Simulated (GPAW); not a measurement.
A run of GPAW 26.7.0:

File run.py:

```python
from ase.dft.bandgap import bandgap
from ase.io import read, write
from ase.units import GPa
from gpaw import GPAW, PW

atoms = read('ZrN.cif')

calc = GPAW(mode=PW(800),
            xc='PBE',
            kpts={'size': (8, 8, 8), 'gamma': True},
            occupations={'name': 'fermi-dirac', 'width': 0.05},
            setups={'Zr': ':d,2.0'},
            nbands=19,
            convergence={'density': 1e-05, 'energy': 1e-05},
            maxiter=150,
            txt='gpaw.txt')
atoms.calc = calc
energy = atoms.get_potential_energy()
forces = atoms.get_forces()
stress = atoms.get_stress()
calc.write('gs.gpw')
write('result.traj', atoms)
print(f'Energy: {energy:.6f} eV')
print('Forces (eV/A):')
print(forces.round(4))
print('Stress (GPa):', (stress / GPa).round(3))
print('Fermi level:', round(calc.get_fermi_level(), 4), 'eV')
print(f'Gap: {bandgap(calc)[0]:.4f} eV, direct: {bandgap(calc, direct=True)[0]:.4f} eV')

path = atoms.cell.bandpath('GXWKGLUWLK,UX', npoints=100, eps=1e-4)
bs_calc = calc.fixed_density(kpts=path, symmetry='off', nbands=28,
                             convergence={'bands': 'CBM+6.0', 'eigenstates': 1e-6}, txt='bands.txt')
bs = bs_calc.band_structure()
bs.write('bs.json')
print(f'Gap on the path: {bandgap(bs_calc)[0]:.4f} eV')
```

File ZrN.cif:

```cif
data_ZrN
_cell_length_a 3.25269119
_cell_length_b 3.25269119
_cell_length_c 3.25269119
_cell_angle_alpha 60.00000000
_cell_angle_beta 60.00000000
_cell_angle_gamma 60.00000000
_space_group_name_H-M_alt 'P1'
_space_group_name_Hall 'P 1'
_space_group_IT_number 1
loop_
_space_group_symop_operation_xyz
'x,y,z'
loop_
_atom_site_label
_atom_site_type_symbol
_atom_site_symmetry_multiplicity
_atom_site_Wyckoff_symbol
_atom_site_fract_x
_atom_site_fract_y
_atom_site_fract_z
_atom_site_occupancy
Zr1 Zr 1 a 0.5000000000 0.5000000000 0.5000000000 1
N1 N 1 a 0.0000000000 0.0000000000 0.0000000000 1
```

Potentials or basis: GPAW PAW data sets (gpaw-data 1.2.1), pw.

The run is started by

```sh
$ OMP_NUM_THREADS=1 python run.py
```

Hardware: 1 thread of Intel(R) Xeon(R) Platinum 8488C (Sapphire Rapids) (shared host).

Estimate the wall time of this run.

Run time: 37 s on 1 thread of Intel(R) Xeon(R) Platinum 8488C (Sapphire Rapids), on a shared host, peak memory 0.28 GiB. Counts: scf iterations 14, plane waves 1283, bands 19, k points 29.
